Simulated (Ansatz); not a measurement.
**Platinum, A15 under RPBE: relaxation and energy**

Aim: take platinum in the A15 structure, relax it, then solve it on a dense k-mesh. Spin polarisation is left out. The k-meshes are 5×5×5 for the relaxation; 7×7×7 for the dense run.

Method: DFT RPBE, plane waves (420 eV) with PAW, scalar-relativistic; the PAW data stem from PBE, with regenerated cores, in Ansatz 0.2.0.

## 1. Starting point

The structure is cubic, space group Pm-3n (No. 223). Conventional cell: a = 4.943 Å, b = 4.943 Å, c = 4.943 Å, α = 90.00°, β = 90.00°, γ = 90.00°. Around Pt (site symmetry m-3) lie 12 Pt at 2.76 Å. Pt (site symmetry -4m2) is surrounded by 6 Pt at 2.47 to 2.76 Å.

Structure file:

```
CELL_PARAMETERS angstrom
4.94280 0.00000 0.00000
0.00000 4.94280 0.00000
0.00000 0.00000 4.94280
ATOMIC_POSITIONS crystal
Pt 0.00000 0.00000 0.00000
Pt 0.50000 0.50000 0.50000
Pt 0.25000 0.00000 0.50000
Pt 0.75000 0.00000 0.50000
Pt 0.50000 0.25000 0.00000
Pt 0.50000 0.75000 0.00000
Pt 0.00000 0.50000 0.25000
Pt 0.00000 0.50000 0.75000
```

## 2. Geometry optimisation

File input.yaml:

```yaml
crystal:
  lattice:
    - [4.9427962708, 0.0, 0.0]
    - [0.0, 4.9427962708, 0.0]
    - [0.0, 0.0, 4.9427962708]
  atoms:
    - { symbol: Pt, position: [0.0, 0.0, 0.0] }
    - { symbol: Pt, position: [0.5, 0.5, 0.5] }
    - { symbol: Pt, position: [0.25, 0.0, 0.5] }
    - { symbol: Pt, position: [0.75, 0.0, 0.5] }
    - { symbol: Pt, position: [0.5, 0.25, 0.0] }
    - { symbol: Pt, position: [0.5, 0.75, 0.0] }
    - { symbol: Pt, position: [0.0, 0.5, 0.25] }
    - { symbol: Pt, position: [0.0, 0.5, 0.75] }
hamiltonian:
  xc: rpbe
  pseudopotentials:
    kind: paw
    azcp:
      Pt: "pseudopotentials/Pt.paw.azcp"
basis:
  ecutwfc: 420
  fft_grid_basis: typed
kpoints:
  mp_grid: { grid: [5, 5, 5], shift: [0, 0, 0] }
magnetization:
  spin_polarized: false
scf:
  occupations: { method: fermi_dirac, width: 0.1 }
relax:
  max_steps: 60
  f_tol: 0.01
  cell: {}
```

Command:

```sh
> ansatz run input.yaml --threads 4 --pin off --max-ram 8192MiB --backend cpu --events-out ev --progress --plain --runs-dir out
```

Log:

```text
Warning: RAYON_NUM_THREADS=4 ignored (pool sized by the plan → 4); use --threads N
Engine: ansatz 0.2.0, x86_64-unknown-linux-gnu
Pseudopotentials: kind: paw
Pseudopotential: Pt, paw, valence charge 18, recommended cutoff 420 eV (normal), <dir>
Functional definition: RPBE
  parameter kappa = 0.804
  parameter beta = 0.06672455060314922
  exchange = rpbe_x(kappa = kappa, mu = beta*pi^2/3)
  correlation = pbe_c(beta = beta)
Crystal: 8 atoms, lattice volume = 120.759 Å³
Basis set: ecut = 420 eV, 2373 PW (Γ), exchange–correlation on 72×72×72 points (8 copies of the dense FFT grid, shifted against one another)
Bands: 87, of which v1, the nominal top of the filled ones, is band 72 counted from 1 (71 counted from 0)
Symmetry: 48 space group operations
Space group: Pm-3n (ITA 223), of the structure as read, at distance tolerance 4.9e-5 Å
k-points: 10 of 125
Non-local potential: Pt, projectors of the file, l = 0: 3, l = 1: 2, l = 2: 2, l = 3: 1
PAW form: soft (Blöchl's): semilocal exchange-correlation on the pseudo side does not see the compensation charge
PAW frozen core: Pt, regenerated for the run's functional, and the local potential with it (the file was generated under x = pbe(κ = 0.804, μ = 0.2195149727645171), c = pbe(β = 0.06672455060314922))
PAW one-centre angular grid: Pt, 590 points (default); XC on 64 Gauss nodes
Initial density: superposition of atomic densities (neutral atoms: chi_scale 0, normalization atom), corrected by the library's trained network
Initial wavefunctions: pseudopotential atomic-orbital guess
Functional: x = rpbe, c = pbe(β = 0.06672455060314922)
SCF iter   1: F=—  HF=-100291.758369 eV  |F-HF|=—  |Δ(HF+E_count)|=         —  Δρ=1.37e-2  dr2=1.31e-1  ethr=1.77e-3  ⟨swp⟩=5.1  Hψ=2922  notcnv=0  defer=28
preconditioner: auto → Kerker (q_TF=auto, 2.810 Å⁻¹)  [metal: Δε(μ)=0.007 eV  Ē_g=8.897 eV  σ=0.100 eV  W_gap=0.02  n_scr=32 (ndim 8)  ℏωp=30.2 eV  f_vac=0.000  D(μ)=12.68/eV (n_scr^D=170)]
SCF iter   2: F=—  HF=-100291.749199 eV  |F-HF|=—  |Δ(HF+E_count)|=   9.17e-3  Δρ=6.81e-3  dr2=3.17e-2  ethr=9.08e-5  ⟨swp⟩=1.1  Hψ=1011  notcnv=0  defer=31
SCF iter   3: F=—  HF=-100291.745689 eV  |F-HF|=—  |Δ(HF+E_count)|=   3.51e-3  Δρ=7.98e-4  dr2=4.91e-4  ethr=2.20e-5  ⟨swp⟩=2.4  Hψ=1166  notcnv=0  defer=31
SCF iter   4: F=—  HF=-100291.745663 eV  |F-HF|=—  |Δ(HF+E_count)|=   2.56e-5  Δρ=1.55e-4  dr2=3.15e-5  ethr=3.41e-7  ⟨swp⟩=2.4  Hψ=1338  notcnv=0  defer=31
SCF iter   5: F=—  HF=-100291.745667 eV  |F-HF|=—  |Δ(HF+E_count)|=   3.29e-6  Δρ=3.36e-5  dr2=9.09e-7  ethr=2.19e-8  ⟨swp⟩=2.2  Hψ=1238  notcnv=0  defer=31
SCF iter   6: F=-100291.745667 eV  HF=-100291.745667 eV  |F-HF|=3.38e-9  |Δ(HF+E_count)|=   5.40e-8  Δρ=6.90e-6  dr2=3.50e-8  ethr=6.94e-11  ⟨swp⟩=4.0  Hψ=2809  notcnv=0
SCF 1 converged in 6 iterations: F = -100291.745667 eV  dr2 = 3.50e-8
relax step   1: F+E_penalty+E_count = -100291.74566684 eV  Δ(F+E_penalty+E_count) = +0.000e0 eV  max|allowed force component| = 3.473e-17 eV/Å  Δτ_max = 0.0000 Å  P = +24.460 GPa  Ω = 120.759 Å³  (6 SCF iters, dr2 threshold 1.00e-7 eV, accepted)
Crystal: 8 atoms, lattice volume = 139.295 Å³
Basis set: ecut = 420 eV, 2777 PW (Γ), exchange–correlation on 72×72×72 points (8 copies of the dense FFT grid, shifted against one another)
Initial density: handed on by an earlier stage of this run
Initial wavefunctions: those handed on with the density
iter 1 solved again at ethr=6.24e-5 eV; its pass at ethr=3.10e-3 eV (dr2=8.99e-2 eV) is discarded
SCF iter   1: F=—  HF=-100292.351718 eV  |F-HF|=—  |Δ(HF+E_count)|=         —  Δρ=8.95e-3  dr2=9.06e-2  ethr=6.24e-5  ⟨swp⟩=1.7  Hψ=4215  notcnv=0
preconditioner: auto → Kerker (q_TF=auto, 2.743 Å⁻¹)  [metal: Δε(μ)=0.046 eV  Ē_g=7.647 eV  σ=0.100 eV  W_gap=0.11  n_scr=56 (ndim 8)  ℏωp=28.1 eV  f_vac=0.000  D(μ)=15.53/eV (n_scr^D=202)]
SCF iter   2: F=—  HF=-100292.341671 eV  |F-HF|=—  |Δ(HF+E_count)|=   1.00e-2  Δρ=5.46e-3  dr2=3.15e-2  ethr=6.24e-5  ⟨swp⟩=1.0  Hψ=870  notcnv=0
SCF iter   3: F=—  HF=-100292.338273 eV  |F-HF|=—  |Δ(HF+E_count)|=   3.40e-3  Δρ=6.73e-4  dr2=4.20e-4  ethr=2.19e-5  ⟨swp⟩=2.2  Hψ=1164  notcnv=0
SCF iter   4: F=—  HF=-100292.338290 eV  |F-HF|=—  |Δ(HF+E_count)|=   1.76e-5  Δρ=1.79e-4  dr2=2.27e-5  ethr=2.92e-7  ⟨swp⟩=2.1  Hψ=1333  notcnv=0
SCF iter   5: F=—  HF=-100292.338308 eV  |F-HF|=—  |Δ(HF+E_count)|=   1.77e-5  Δρ=2.73e-5  dr2=8.35e-7  ethr=1.57e-8  ⟨swp⟩=2.0  Hψ=1277  notcnv=0
SCF iter   6: F=-100292.338308 eV  HF=-100292.338308 eV  |F-HF|=4.83e-9  |Δ(HF+E_count)|=   1.09e-7  Δρ=7.11e-6  dr2=5.82e-8  ethr=5.56e-10  ⟨swp⟩=3.0  Hψ=2377  notcnv=0
SCF 2 converged in 6 iterations: F = -100292.338308 eV  dr2 = 5.82e-8
relax step   2: F+E_penalty+E_count = -100292.33830819 eV  Δ(F+E_penalty+E_count) = -5.926e-1 eV  max|allowed force component| = 3.853e-17 eV/Å  Δτ_max = 0.0000 Å  P = -9.099 GPa  Ω = 139.295 Å³  energy of the carried Pulay correction = -9.744e-3 eV  (6 SCF iters, dr2 threshold 8.00e-7 eV, accepted)
Crystal: 8 atoms, lattice volume = 133.730 Å³
Basis set: ecut = 420 eV, 2601 PW (Γ), exchange–correlation on 72×72×72 points (8 copies of the dense FFT grid, shifted against one another)
iter 1 solved again at ethr=5.86e-6 eV; its pass at ethr=3.10e-3 eV (dr2=8.43e-3 eV) is discarded
SCF iter   1: F=—  HF=-100292.540638 eV  |F-HF|=—  |Δ(HF+E_count)|=         —  Δρ=2.77e-3  dr2=8.93e-3  ethr=5.86e-6  ⟨swp⟩=2.0  Hψ=3444  notcnv=0
preconditioner: auto → Kerker (q_TF=auto, 2.762 Å⁻¹)  [metal: Δε(μ)=0.006 eV  Ē_g=7.946 eV  σ=0.100 eV  W_gap=0.01  n_scr=56 (ndim 8)  ℏωp=28.7 eV  f_vac=0.000  D(μ)=14.74/eV (n_scr^D=202)]
SCF iter   2: F=—  HF=-100292.539210 eV  |F-HF|=—  |Δ(HF+E_count)|=   1.43e-3  Δρ=1.64e-3  dr2=2.93e-3  ethr=5.86e-6  ⟨swp⟩=1.0  Hψ=870  notcnv=0
SCF iter   3: F=—  HF=-100292.538734 eV  |F-HF|=—  |Δ(HF+E_count)|=   4.76e-4  Δρ=2.33e-4  dr2=3.72e-5  ethr=2.03e-6  ⟨swp⟩=2.0  Hψ=1225  notcnv=0
SCF iter   4: F=—  HF=-100292.538643 eV  |F-HF|=—  |Δ(HF+E_count)|=   9.05e-5  Δρ=4.71e-5  dr2=1.79e-6  ethr=2.58e-8  ⟨swp⟩=2.9  Hψ=1773  notcnv=0
iter 5 did not close the SCF: its close was put off for the readings that it lacked (scf_convergence_deferred on its scf_iter line)
SCF iter   5: F=-100292.538644 eV  HF=-100292.538644 eV  |F-HF|=4.76e-9  |Δ(HF+E_count)|=   5.23e-7  Δρ=1.25e-5  dr2=1.39e-7  ethr=1.24e-9  ⟨swp⟩=2.3  Hψ=1423  notcnv=0
SCF iter   6: F=-100292.538644 eV  HF=-100292.538644 eV  |F-HF|=5.82e-10  |Δ(HF+E_count)|=   2.78e-8  Δρ=2.72e-6  dr2=7.59e-9  ethr=9.63e-11  ⟨swp⟩=1.6  Hψ=2712  notcnv=0
SCF 3 converged in 6 iterations: F = -100292.538644 eV  dr2 = 7.59e-9
relax step   3: F+E_penalty+E_count = -100292.53864388 eV  Δ(F+E_penalty+E_count) = -2.003e-1 eV  max|allowed force component| = 6.505e-17 eV/Å  Δτ_max = 0.0000 Å  P = -1.958 GPa  Ω = 133.730 Å³  energy of the carried Pulay correction = -6.967e-3 eV  (6 SCF iters, dr2 threshold 8.00e-7 eV, accepted)
Crystal: 8 atoms, lattice volume = 132.282 Å³
Basis set: ecut = 420 eV, 2553 PW (Γ), exchange–correlation on 72×72×72 points (8 copies of the dense FFT grid, shifted against one another)
iter 1 solved again at ethr=4.27e-7 eV; its pass at ethr=3.10e-3 eV (dr2=6.14e-4 eV) is discarded
SCF iter   1: F=—  HF=-100292.547442 eV  |F-HF|=—  |Δ(HF+E_count)|=         —  Δρ=7.14e-4  dr2=5.54e-4  ethr=4.27e-7  ⟨swp⟩=1.1  Hψ=3439  notcnv=0
preconditioner: auto → Kerker (q_TF=auto, 2.767 Å⁻¹)  [metal: Δε(μ)=0.011 eV  Ē_g=8.019 eV  σ=0.100 eV  W_gap=0.03  n_scr=56 (ndim 8)  ℏωp=28.9 eV  f_vac=0.000  D(μ)=14.53/eV (n_scr^D=202)]
SCF iter   2: F=—  HF=-100292.547299 eV  |F-HF|=—  |Δ(HF+E_count)|=   1.43e-4  Δρ=4.27e-4  dr2=1.87e-4  ethr=3.85e-7  ⟨swp⟩=1.0  Hψ=870  notcnv=0
SCF iter   3: F=—  HF=-100292.547272 eV  |F-HF|=—  |Δ(HF+E_count)|=   2.73e-5  Δρ=5.69e-5  dr2=2.11e-6  ethr=1.30e-7  ⟨swp⟩=2.0  Hψ=1226  notcnv=0
iter 4 did not close the SCF: its close was put off for the readings that it lacked (scf_convergence_deferred on its scf_iter line)
SCF iter   4: F=-100292.547273 eV  HF=-100292.547273 eV  |F-HF|=1.75e-8  |Δ(HF+E_count)|=   1.09e-6  Δρ=1.24e-5  dr2=1.25e-7  ethr=1.46e-9  ⟨swp⟩=2.4  Hψ=1583  notcnv=0
iter 5 did not close the SCF: its close was put off for the readings that it lacked (scf_convergence_deferred on its scf_iter line)
SCF iter   5: F=-100292.547273 eV  HF=-100292.547273 eV  |F-HF|=4.37e-11  |Δ(HF+E_count)|=   2.06e-8  Δρ=3.38e-6  dr2=9.95e-9  ethr=8.67e-11  ⟨swp⟩=2.6  Hψ=1618  notcnv=0
SCF iter   6: F=-100292.547273 eV  HF=-100292.547273 eV  |F-HF|=1.46e-10  |Δ(HF+E_count)|=   1.95e-9  Δρ=8.09e-7  dr2=6.82e-10  ethr=6.91e-12  ⟨swp⟩=1.0  Hψ=2334  notcnv=0
SCF 4 converged in 6 iterations: F = -100292.547273 eV  dr2 = 6.82e-10
relax step   4: F+E_penalty+E_count = -100292.54727332 eV  Δ(F+E_penalty+E_count) = -8.629e-3 eV  max|allowed force component| = 4.799e-17 eV/Å  Δτ_max = 0.0000 Å  P = +0.240 GPa  Ω = 132.282 Å³  energy of the carried Pulay correction = -6.225e-3 eV  (6 SCF iters, dr2 threshold 8.00e-7 eV, accepted)
Crystal: 8 atoms, lattice volume = 132.438 Å³
iter 1 solved again at ethr=2.44e-9 eV; its pass at ethr=3.10e-3 eV (dr2=3.52e-6 eV) is discarded
SCF iter   1: F=—  HF=-100292.547373 eV  |F-HF|=—  |Δ(HF+E_count)|=         —  Δρ=7.65e-5  dr2=6.40e-6  ethr=2.44e-9  ⟨swp⟩=3.2  Hψ=3741  notcnv=0
preconditioner: auto → Kerker (q_TF=auto, 2.767 Å⁻¹)  [metal: Δε(μ)=0.007 eV  Ē_g=8.035 eV  σ=0.100 eV  W_gap=0.02  n_scr=56 (ndim 8)  ℏωp=28.9 eV  f_vac=0.000  D(μ)=14.56/eV (n_scr^D=202)]
SCF iter   2: F=—  HF=-100292.547307 eV  |F-HF|=—  |Δ(HF+E_count)|=   6.58e-5  Δρ=4.65e-5  dr2=2.18e-6  ethr=2.44e-9  ⟨swp⟩=2.3  Hψ=1240  notcnv=0
iter 3 did not close the SCF: its close was put off for the readings that it lacked (scf_convergence_deferred on its scf_iter line)
SCF iter   3: F=-100292.547307 eV  HF=-100292.547307 eV  |F-HF|=9.69e-9  |Δ(HF+E_count)|=   3.05e-7  Δρ=5.62e-6  dr2=2.16e-8  ethr=1.52e-9  ⟨swp⟩=2.0  Hψ=1200  notcnv=0
iter 4 did not close the SCF: its close was put off for the readings that it lacked (scf_convergence_deferred on its scf_iter line)
SCF iter   4: F=-100292.547307 eV  HF=-100292.547307 eV  |F-HF|=5.38e-10  |Δ(HF+E_count)|=   1.16e-8  Δρ=1.28e-6  dr2=1.21e-9  ethr=1.50e-11  ⟨swp⟩=2.0  Hψ=1278  notcnv=0
iter 5 did not close the SCF: its close was put off for the readings that it lacked (scf_convergence_deferred on its scf_iter line)
SCF iter   5: F=-100292.547307 eV  HF=-100292.547307 eV  |F-HF|=0.00e0  |Δ(HF+E_count)|=  8.59e-10  Δρ=2.07e-7  dr2=3.91e-11  ethr=1.00e-12  ⟨swp⟩=2.0  Hψ=1273  notcnv=0
SCF iter   6: F=-100292.547307 eV  HF=-100292.547307 eV  |F-HF|=4.37e-11  |Δ(HF+E_count)|=  2.91e-11  Δρ=5.42e-8  dr2=3.14e-12  ethr=1.00e-12  ⟨swp⟩=1.0  Hψ=1780  notcnv=0
SCF 5 converged in 6 iterations: F = -100292.547307 eV  dr2 = 3.14e-12
relax step   5: F+E_penalty+E_count = -100292.54730695 eV  Δ(F+E_penalty+E_count) = -3.363e-5 eV  max|allowed force component| = 4.134e-17 eV/Å  Δτ_max = 0.0000 Å  P = -0.005 GPa  Ω = 132.438 Å³  energy of the carried Pulay correction = -6.305e-3 eV  (6 SCF iters, dr2 threshold 1.43e-7 eV, accepted)
Initial wavefunctions: pseudopotential atomic-orbital guess (no wavefunctions were taken with the density)
iter 1 solved again at ethr=5.71e-8 eV; its pass at ethr=3.10e-3 eV (dr2=8.23e-5 eV) is discarded
SCF iter   1: F=—  HF=-100292.552001 eV  |F-HF|=—  |Δ(HF+E_count)|=         —  Δρ=2.70e-4  dr2=1.34e-5  ethr=5.71e-8  ⟨swp⟩=3.0  Hψ=4895  notcnv=0
preconditioner: auto → Kerker (q_TF=auto, 2.767 Å⁻¹)  [metal: Δε(μ)=0.007 eV  Ē_g=8.034 eV  σ=0.100 eV  W_gap=0.02  n_scr=56 (ndim 8)  ℏωp=28.9 eV  f_vac=0.000  D(μ)=14.56/eV (n_scr^D=202)]
SCF iter   2: F=—  HF=-100292.552000 eV  |F-HF|=—  |Δ(HF+E_count)|=   1.71e-6  Δρ=1.40e-4  dr2=3.34e-6  ethr=9.29e-9  ⟨swp⟩=1.0  Hψ=870  notcnv=0
SCF iter   3: F=—  HF=-100292.552005 eV  |F-HF|=—  |Δ(HF+E_count)|=   5.61e-6  Δρ=6.81e-6  dr2=1.22e-8  ethr=2.32e-9  ⟨swp⟩=2.9  Hψ=1584  notcnv=0
SCF iter   4: F=—  HF=-100292.552005 eV  |F-HF|=—  |Δ(HF+E_count)|=   3.15e-8  Δρ=1.14e-6  dr2=6.01e-10  ethr=8.46e-12  ⟨swp⟩=2.1  Hψ=1268  notcnv=0
iter 5 did not close the SCF: its close was put off for the readings that it lacked (scf_convergence_deferred on its scf_iter line)
SCF iter   5: F=-100292.552005 eV  HF=-100292.552005 eV  |F-HF|=7.28e-11  |Δ(HF+E_count)|=  5.09e-10  Δρ=1.97e-7  dr2=5.12e-11  ethr=1.00e-12  ⟨swp⟩=1.0  Hψ=870  notcnv=0
SCF iter   6: F=-100292.552005 eV  HF=-100292.552005 eV  |F-HF|=2.91e-11  |Δ(HF+E_count)|=  2.91e-11  Δρ=3.12e-8  dr2=5.66e-13  ethr=1.00e-12  ⟨swp⟩=2.0  Hψ=2502  notcnv=0
SCF 6 converged in 6 iterations: F = -100292.552005 eV  dr2 = 5.66e-13
relax step   6: F+E_penalty+E_count = -100292.55200526 eV  Δ(F+E_penalty+E_count) = -4.698e-3 eV  max|allowed force component| = 2.920e-17 eV/Å  Δτ_max = 0.0000 Å  P = -0.040 GPa  Ω = 132.438 Å³  stress off target by 4.02e-2 GPa  SCF on the basis re-selected at this cell (its energy is not comparable with the rows above)  (6 SCF iters)
basis re-selected at this cell: Δ(F+E_penalty+E_count) = -4.698e-3 eV, ΔP = -0.035 GPa vs the last step (what re-selecting the basis moved, of the pressure what is left beyond the Pulay correction that the steps carried, after the strain that the cell walked since its last selection, with what the two solves' SCF thresholds leave and, on support functions, any second-order correction that the steps lacked; it is no measure of the basis error at this ecutwfc). This SCF's stress stands 4.02e-2 GPa from its target on what of the cell is left free (relax.cell.stress_tol is 5.00e-2 GPa) and its largest allowed force component is 2.92e-17 eV/Å (relax.f_tol is 1.00e-2 eV/Å): within both
SCF converged after 6 iterations
Free energy (F): -100292.552005 eV
Harris-Foulkes:  -100292.552005 eV  (|F-HF|=2.91e-11)
Internal energy: -100292.084495 eV  (E = F + TS)
E sigma→0 (E₀):  -100292.318250 eV
Entropy (-TS):   -0.467510 eV (-58.439 meV/atom)
Fermi energy:    20.722388 eV
--- Per-component energies (eV) ---
  E_band       = -1340.873806
  E_kinetic    = 5093.356640
  E_local      = -12783.649481  (includes V_loc(G=0)·N_el)
  E_nonlocal   = 1598.313737
  E_hartree    = 4733.243857
  E_xc         = -2090.346444
  E_vxc        = -2413.751743  (∫ρ·V_xc dr)
  E_paw        = -75741.755963  (= ΣΔE_a)
  E_vpaw       = -2301.632455  (= ΣTr[D̂ρ^β])
  E_aug_tail   = 0.001749  (compensation charges beyond the density's cutoff)
  E_ewald      = -21100.950019
  E_core_change = -0.298571  (= ΣΔE_core)
  E_smearing   = -0.467510  (= −TS)
  E_closure    = -0.000000  (closes the sum)
  Σ components = -100292.552005   (vs F -100292.552005, Δ=0.00e0)
--- Forces (eV/Å), atoms counted from 1 ---
  atom   1  Pt    -0.00000000    -0.00000000     0.00000000
  atom   2  Pt    -0.00000000    -0.00000000    -0.00000000
  atom   3  Pt     0.00000000     0.00000000    -0.00000000
  atom   4  Pt    -0.00000000    -0.00000000     0.00000000
  atom   5  Pt    -0.00000000     0.00000000     0.00000000
  atom   6  Pt     0.00000000     0.00000000     0.00000000
  atom   7  Pt     0.00000000     0.00000000     0.00000000
  atom   8  Pt    -0.00000000    -0.00000000    -0.00000000
  max |Σ_I F_I| component: 3.35e-17 eV/Å
--- Stress (GPa, compression-positive) ---
       -0.040171       0.000000       0.000000
        0.000000      -0.040171      -0.000000
        0.000000      -0.000000      -0.040171
  P = ⅓ Tr σ = -0.0402 GPa (-0.402 kbar)
--- Relaxed structure (5 steps of the walk, 5 accepted, 1 SCFs on fresh bases) ---
  F+E_penalty+E_count = -100292.55200526 eV   max|allowed force component| = 2.920e-17 eV/Å   (the final SCF, on the basis selected at the relaxed cell)
  cell:  # Å, volume = 132.4380 Å³
    - [5.097268230407793, -2.7524748788534245e-33, -3.731489267250269e-33]
    - [-3.9080328454857656e-33, 5.097268230407793, 3.851859888774472e-34]
    - [-3.9882799265019e-33, 3.851859888774472e-34, 5.097268230407793]
  atoms:
    - { symbol: Pt, position: [-4.498787794876282e-34, 9.170407096673915e-35, 2.6788011567224083e-35] }
    - { symbol: Pt, position: [0.49999999999999994, 0.49999999999999994, 0.49999999999999994] }
    - { symbol: Pt, position: [0.24999999999999997, -3.242203965107286e-34, 0.49999999999999994] }
    - { symbol: Pt, position: [0.75, -2.2604842230129947e-34, 0.49999999999999994] }
    - { symbol: Pt, position: [0.49999999999999994, 0.24999999999999997, -2.5164495714665034e-35] }
    - { symbol: Pt, position: [0.49999999999999994, 0.75, -2.516449571466512e-35] }
    - { symbol: Pt, position: [2.795871870153033e-34, 0.49999999999999994, 0.24999999999999997] }
    - { symbol: Pt, position: [3.120575040664839e-34, 0.49999999999999994, 0.75] }
```

Run time: 6.5 s. Hardware: 4 threads of Intel Xeon 6975P-C (Granite Rapids), shared host; peak memory 0.61 GiB.

Relaxation path:

| step | energy change (meV/atom) | largest force (eV/Å) | pressure (GPa) | volume (Å³/atom) |
| --- | --- | --- | --- | --- |
| 1 | 0.00 | 0.0000 | 24.46 | 15.095 |
| 2 | -74.08 | 0.0000 | -9.10 | 17.412 |
| 3 | -99.12 | 0.0000 | -1.96 | 16.716 |
| 4 | -100.20 | 0.0000 | 0.24 | 16.535 |
| 5 | -100.21 | 0.0000 | -0.01 | 16.555 |
| 6 | -100.79 | 0.0000 | -0.04 | 16.555 |

Steps that repeat a cell are solved on a basis chosen anew, so their changes of energy are no gain of the relaxation.

Changes in the cell that was computed:

|  | before | after | change |
| --- | --- | --- | --- |
| a (Å) | 4.943 | 5.097 | +3.1 % |
| b (Å) | 4.943 | 5.097 | +3.1 % |
| c (Å) | 4.943 | 5.097 | +3.1 % |
| volume (Å³/atom) | 15.095 | 16.555 | +9.7 % |
| shortest distance (Å) | 2.471 | 2.549 | +3.1 % |
| space group (spins left aside) | Pm-3n | Pm-3n | same |

[end of part 1 of 2]
